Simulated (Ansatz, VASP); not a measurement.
## Two plane-wave programs on V

INCAR

```
SYSTEM = V
  PREC = Accurate
  ENCUT = 520
  EDIFF = 1E-6
  ISMEAR = -1
  SIGMA = 0.1
  LREAL = .False.
  LASPH = .True.
  NELM = 100
  ALGO = Fast
  ISIF = 2
  LWAVE = .False.
  LCHARG = .False.
  GGA = PS
  NBANDS = 12
```

File KPOINTS:

```
regular mesh
0
Gamma
  15 15 15
  0 0 0
```

The input POSCAR:

```
V
1.0
    2.5035338402      0.0000000000      0.0000000000
    0.0000000000      2.5035338402      0.0000000000
    0.0000000000      0.0000000000      2.5035338402
V
1
Direct
    0.0000000000      0.0000000000      0.0000000000
```

Input for Ansatz:

```yaml
crystal:
  lattice:
    - [2.5035338402, 0.0, 0.0]
    - [0.0, 2.5035338402, 0.0]
    - [0.0, 0.0, 2.5035338402]
  atoms:
    - { symbol: V, position: [0.0, 0.0, 0.0] }
hamiltonian:
  xc: pbesol
  pseudopotentials:
    kind: paw
    azcp:
      V: "pseudopotentials/V.paw.azcp"
basis:
  ecutwfc: 420
  fft_grid_basis: typed
kpoints:
  mp_grid: { grid: [15, 15, 15], shift: [0, 0, 0] }
magnetization:
  spin_polarized: false
scf:
  occupations: { method: fermi_dirac, width: 0.1 }
  lower_state_search: "off"
output:
  stress: true
```

Alike in both runs: task single point; functional PBEsol; k mesh 15 × 15 × 15; occupations fermi-dirac, width 0.1 eV; no spin polarisation.

|  | VASP | Ansatz |
| --- | --- | --- |
| version | VASP 6.6.1 | Ansatz 0.2.0 |
| potentials or method | VASP PAW PBE potentials, release 64 (V_sv) | plane waves (420 eV) with PAW, scalar-relativistic |
| plane-wave cutoff (eV) | 520 | 420 |
| valence electrons in the cell | 13 | 13 |

```tsv
	VASP	Ansatz	Ansatz less VASP
pressure (GPa)	-12.9	-13.0	-0.19
```

Ansatz warned: «pseudo_functional_mismatch».

Caveats: the PAW data sets were made with another functional, which shifts forces and pressure a little (VASP).
